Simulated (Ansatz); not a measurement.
# C in Ansatz: notebook

The runs below take C through band structure, single point, equation of state, with PBE, LDA, PBEsol.

All numbers are computed with Ansatz 0.2.0; they aren't measurements. Logs are shortened: lines on timing, memory, paths and dates and some standing lists are left out, and cuts for length are marked.

**1. The structure**

The cell holds a slab with vacuum, 2 atoms: a = 2.456 Å, b = 2.456 Å, c = 8.524 Å, α = 90.00°, β = 90.00°, γ = 120.00°.

**2. Band structure, PBE**

input.yaml

```yaml
crystal:
  lattice:
    - [2.4561701622, 0.0, 0.0]
    - [-1.2280850811, 2.1271057565, 0.0]
    - [0.0, 0.0, 8.52380336]
  atoms:
    - { symbol: C, position: [0.6666666667, 0.3333333333, 0.0] }
    - { symbol: C, position: [0.3333333333, 0.6666666667, 0.0] }
kpoints:
  mp_grid: { grid: [12, 12, 3] }
  band_path:
    path:
      - [0.0, 0.0, 0.0]
      - [0.5, 0.0, 0.0]
      - [0.3333333333, 0.3333333333, 0.0]
      - [0.0, 0.0, 0.0]
      - [0.0, 0.0, 0.5]
      - [0.5, 0.0, 0.5]
      - [0.3333333333, 0.3333333333, 0.5]
      - [0.0, 0.0, 0.5]
    npoints: 12
scf:
  occupations: { method: fermi_dirac, width: 0.05 }
hamiltonian:
  xc: pbe
  pseudopotentials: { kind: all_electron, lapw: { basis_error: 0.001 } }
output:
  forces: true
  stress: true
  eigenvalues: true
```

Potentials or basis: all-electron LAPW, scalar-relativistic.

Started as:

```bash
ansatz run input.yaml --threads 1 --pin off --max-ram 3072MiB --backend cpu --events-out ev --progress --plain --runs-dir out
```

Standard output:

```text
Warning: RAYON_NUM_THREADS=1 ignored (pool sized by the plan → 1); use --threads N
LAPW: plane waves up to 11.773 Å⁻¹, error target 1.0e-3 eV per atom; small_component_spin mean_spin; C in spheres of 0.709 Å, 6 of its electrons in bands, Dirac shells [] (how accurate: hamiltonian.pseudopotentials.lapw.basis_error, Limitations)
Engine: ansatz 0.2.0, x86_64-unknown-linux-gnu
Pseudopotentials: kind: all_electron
Pseudopotential: C, LAPW, valence charge 6, lapw/all_electron/scalar/gaussian/C, Koelling and Harmon's equation, gaussian nucleus
Functional definition: PBE
  parameter kappa = 0.804
  parameter beta = 0.06672455060314922
  exchange = pbe_x(kappa = kappa, mu = beta*pi^2/3)
  correlation = pbe_c(beta = beta)
Crystal: 2 atoms, lattice volume = 44.533 Å³
Basis set: ecut = 528.1008253644774 eV, 1201 PW (Γ), exchange–correlation at level 2
Bands: 10, of which v1, the nominal top of the filled ones, is band 6 counted from 1 (5 counted from 0)
Symmetry: 24 space group operations
Space group: P6/mmm (ITA 191), of the structure as read, at distance tolerance 3.5e-5 Å
k-points: 38 of 432
Non-local potential: C, projectors of the file, none
Initial density: superposition of atomic densities (neutral atoms: chi_scale 0, normalization atom)
Initial wavefunctions: plane waves of lowest kinetic energy (no species holds an atomic orbital)
Functional: x = pbe(κ = 0.804, μ = 0.2195149727645171), c = pbe(β = 0.06672455060314922)
iter 1 solved again at ethr=2.22e-2 eV; its pass at ethr=1.00e-1 eV (dr2=2.67e0 eV) is discarded
SCF iter   1: F=—  HF=-2075.006529 eV  |F-HF|=—  |Δ(HF+E_count)|=         —  Δρ=8.04e-2  dr2=2.67e0  ethr=2.22e-2  ⟨swp⟩=2.2  Hψ=2626  notcnv=0
preconditioner: auto → LDOS  [metal: Δε(μ)=0.000 eV  Ē_g=18.760 eV  σ=0.050 eV  W_gap=0.00  n_scr=4 (ndim 8)  ℏωp=15.7 eV  f_vac=0.556  D(μ)=0.28/eV (n_scr^D=2)  β→1.0]
iter 2 solved again at ethr=4.08e-4 eV; its pass at ethr=2.22e-2 eV (dr2=4.90e-2 eV) is discarded
SCF iter   2: F=—  HF=-2073.719652 eV  |F-HF|=—  |Δ(HF+E_count)|=    1.29e0  Δρ=1.74e-2  dr2=4.89e-2  ethr=4.08e-4  ⟨swp⟩=2.3  Hψ=2193  notcnv=0
SCF iter   3: F=—  HF=-2073.729779 eV  |F-HF|=—  |Δ(HF+E_count)|=         —  Δρ=1.92e-3  dr2=1.19e-3  ethr=4.08e-4  ⟨swp⟩=3.2  Hψ=1243  notcnv=0
the basis was enlarged: its passes take 80.4 KiB over the memory plan, 1 of 1 planned eigensolver slots
SCF iter   4: F=—  HF=-2073.729906 eV  |F-HF|=—  |Δ(HF+E_count)|=   1.26e-4  Δρ=1.76e-4  dr2=4.63e-6  ethr=9.95e-6  ⟨swp⟩=3.0  Hψ=1105  notcnv=0
SCF iter   5: F=-2073.729913 eV  HF=-2073.729913 eV  |F-HF|=9.77e-8  |Δ(HF+E_count)|=   7.20e-6  Δρ=1.99e-5  dr2=7.04e-8  ethr=3.85e-8  ⟨swp⟩=3.0  Hψ=1047  notcnv=0
SCF 1 converged in 5 iterations: F = -2073.729913 eV  dr2 = 7.04e-8
NSCF: frozen V_eff on 85 k-points
SCF converged after 5 iterations
Free energy (F): -2073.729913 eV
Harris-Foulkes:  -2073.729913 eV  (|F-HF|=9.77e-8)
Internal energy: -2073.727987 eV  (E = F + TS)
E sigma→0 (E₀):  -2073.728950 eV
Entropy (-TS):   -0.001925 eV (-0.963 meV/atom)
Fermi energy:    0.323714 eV
--- Per-component energies (eV) ---
  E_band       = -1133.298562
  E_kinetic    = 2067.598621
  E_xc         = -294.434504
  E_electrostatic = -3846.892105  (all electrons and nuclei)
  E_smearing   = -0.001925  (= −TS)
  E_closure    = 0.000000  (closes the sum)
  E_atoms      = -2055.265647  (free atoms, spherical and without spin; not in F)
  Σ components = -2073.729913   (vs F -2073.729913, Δ=0.00e0)
  Basis errors (estimates in eV, not in F): energy 6.8e-4 per atom: plane waves 6.3e-4 (4.2e-4 summed), levels above the bands 8.0e-75, relativity 1.4e-8, radial functions 4.1e-5, core shells 0.0e0; eigenvalues (radial functions only) 2.0e-6; not estimated: angular momenta, meshes, grids; target (lapw.basis_error) 1.0e-3; muffin-tin radii C 0.709 Å
--- Forces (eV/Å), atoms counted from 1 ---
  atom   1  C     -0.00000000     0.00000000     0.00000000
  atom   2  C     -0.00000000    -0.00000000     0.00000000
  max |Σ_I F_I| component: 1.48e-16 eV/Å
--- Stress (GPa, compression-positive) ---
        2.064643       0.000000       0.000000
       -0.000000       2.064643       0.000000
        0.000000       0.000000      -0.002891
  P = ⅓ Tr σ = 1.3755 GPa (13.755 kbar)
--- Band table (eV; the first three rows and the last of 38) ---
  k-point 0: bands = ["-265.5969", "-265.5700", "-19.2945", "-7.3750", "-2.7276", "-2.7276", "3.2730", "5.5910", "7.2813", "8.7126"]
  k-point 1: bands = ["-265.5969", "-265.5700", "-19.2945", "-7.3753", "-2.7276", "-2.7276", "3.6162", "4.5902", "8.6822", "8.7126"]
  k-point 2: bands = ["-265.5965", "-265.5704", "-19.1295", "-7.1773", "-3.3808", "-3.0698", "3.4982", "5.8111", "7.4937", "8.7918"]
  k-point 37: bands = ["-265.5834", "-265.5834", "-12.3166", "-12.3166", "-10.3295", "0.3237", "0.3237", "10.9421", "13.3181", "13.3181"]
```

bands.tsv:

```text
# k_distance	band_0	band_1	band_2	band_3	band_4	band_5	band_6	band_7	band_8	band_9
# fermi_ev = 0.323714
# lock_threshold_ev = 1e-6
# [0, 0, 0] at k_distance = 0.000000
# [0.5, 0, 0] at k_distance = 1.476933
# [0.3333333333, 0.3333333333, 0] at k_distance = 2.329641
# [0, 0, 0] at k_distance = 4.035056
# [0, 0, 0.5] at k_distance = 4.403623
# [0.5, 0, 0.5] at k_distance = 5.880556
# [0.3333333333, 0.3333333333, 0.5] at k_distance = 6.733264
# [0, 0, 0.5] at k_distance = 8.438679
# levels_relative_to = fermi_ev
# free_energy_ev = -2073.729913
# largest_residual_norms_ev = 4.892e-3 7.431e-3 9.259e-4 1.024e-3 1.194e-3 1.034e-3 1.691e-3 2.066e-3 3.587e-3 4.600e-3
0.000000	-265.920575	-265.893737	-19.618244	-7.698701	-3.051300	-3.051300	2.949257	5.267272	6.957577	8.388919
0.123078	-265.920475	-265.893842	-19.576957	-7.649196	-3.221073	-3.141520	3.005569	5.322360	7.010669	8.415565
0.246155	-265.920172	-265.894147	-19.453199	-7.500969	-3.704513	-3.393483	3.174535	5.487432	7.169963	8.468095
0.369233	-265.919675	-265.894647	-19.247299	-7.254989	-4.438532	-3.761752	3.456171	5.761770	7.433817	8.493400
0.492311	-265.918993	-265.895328	-18.959820	-6.913006	-5.349958	-4.194165	3.850371	6.143503	7.790109	8.470180
0.615389	-265.918148	-265.896174	-18.591609	-6.477863	-6.374002	-4.645760	4.356854	6.625417	8.120054	8.461253
[... 77 lines left out ...]
8.296561	-265.920441	-265.893877	-19.563197	-7.633077	-3.274692	-3.172895	3.758995	3.811335	8.423843	8.623359
8.438679	-265.920578	-265.893741	-19.618244	-7.699084	-3.051345	-3.051345	3.685388	3.735780	8.388874	8.388874
```

Wall time 10 s (1 thread of AMD EPYC 7R43 (Zen 3), shared host); peak memory 0.44 GiB.

Results:

```
Free energy             : -2073.7299 eV
Band gap along the path : none (metal or under the smearing width)
```

Stress tensor (GPa, compression positive):
```
2.06 0.00 0.00
0.00 2.06 0.00
0.00 0.00 0.00
```

Levels at the corners of the path, in eV from the Fermi level:
```csv
point,band 3,band 4,band 5,band 6,band 7,band 8,band 9,band 10
Γ,-19.62,-7.70,-3.05,-3.05,2.95,5.27,6.96,8.39
M,-14.33,-13.32,-6.46,-2.38,1.68,7.49,10.92,11.06
K,-12.64,-12.64,-10.65,0.00,0.00,10.64,12.87,12.87
Γ,-19.62,-7.70,-3.05,-3.05,2.95,5.27,6.96,8.39
A,-19.62,-7.70,-3.05,-3.05,3.69,3.74,8.39,8.39
L,-14.33,-13.32,-6.46,-2.38,1.68,7.49,11.44,11.63
H,-12.64,-12.64,-10.65,0.00,0.00,10.61,13.04,13.04
A,-19.62,-7.70,-3.05,-3.05,3.69,3.74,8.39,8.39
```

**3. Band structure, LDA**

input.yaml: that of step 2 with these lines changed.

```diff
@@ -24,3 +24,3 @@
 hamiltonian:
-  xc: pbe
+  xc: lda
   pseudopotentials: { kind: all_electron, lapw: { basis_error: 0.001 } }
```

Potentials or basis: all-electron LAPW, scalar-relativistic.

Started as:

```bash
ansatz run input.yaml --threads 1 --pin off --max-ram 3072MiB --backend cpu --events-out ev --progress --plain --runs-dir out
```

Run time: 11 s. Hardware: 1 thread of AMD EPYC 7R43 (Zen 3), shared host; peak memory 0.43 GiB.

It converged, with:

- Free energy: -2057.8344 eV
- Band gap along the path: none (metal or under the smearing width)

Stress tensor (GPa, compression positive):
```
-2.29  0.00  0.00
 0.00 -2.29  0.00
 0.00  0.00  0.00
```

Levels at the corners of the path, in eV from the Fermi level:
| point | band 3 | band 4 | band 5 | band 6 | band 7 | band 8 | band 9 | band 10 |
| --- | --- | --- | --- | --- | --- | --- | --- | --- |
| Γ | -19.39 | -7.72 | -3.04 | -3.04 | 3.14 | 5.48 | 7.10 | 8.34 |
| M | -14.08 | -13.23 | -6.44 | -2.38 | 1.64 | 7.56 | 11.06 | 11.15 |
| K | -12.43 | -12.43 | -10.68 | 0.00 | 0.00 | 10.41 | 12.88 | 12.88 |
| Γ | -19.39 | -7.72 | -3.04 | -3.04 | 3.14 | 5.48 | 7.10 | 8.34 |
| A | -19.39 | -7.72 | -3.04 | -3.04 | 3.75 | 4.06 | 8.34 | 8.34 |
| L | -14.08 | -13.23 | -6.44 | -2.38 | 1.63 | 7.56 | 11.49 | 11.60 |
| H | -12.43 | -12.43 | -10.68 | 0.00 | 0.00 | 10.39 | 13.01 | 13.01 |
| A | -19.39 | -7.72 | -3.04 | -3.04 | 3.75 | 4.06 | 8.34 | 8.34 |

(Part 1 of 2 ends here.)
